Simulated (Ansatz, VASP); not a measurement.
InAs in VASP and in Ansatz

```
In As
1.0
     0.00000    2.75359    2.75359
     2.75359    0.00000    2.75359
     2.75359    2.75359    0.00000
In As
1 1
Direct
  0.50000 0.50000 0.50000
  0.00000 0.00000 0.00000
```

Alike in both runs: task single point; functional PBE; k mesh 14 × 14 × 14; occupations gaussian, width 0.05 eV; no spin polarisation.

|  | VASP | Ansatz |
| --- | --- | --- |
| version | VASP 6.6.1 | Ansatz 0.2.0 |
| potentials or method | VASP PAW PBE potentials, release 64 (In_d, As) | scalar-relativistic, plane waves, PAW |
| plane-wave cutoff (eV) | 520 | 420 |
| valence electrons in the cell | 18 | 28 |

Ansatz gave:

```
gap on the k mesh at the Fermi level (eV) : none
pressure (GPa)                            : 10.8
```

**Question.** Estimate VASP's values.

**Answer.** gap on the k mesh at the Fermi level (eV): none; pressure (GPa): 11.0.

A gap of «none» marks a metal or a gap that the smearing closes. The two sets of potentials don't hold the same shells in valence.
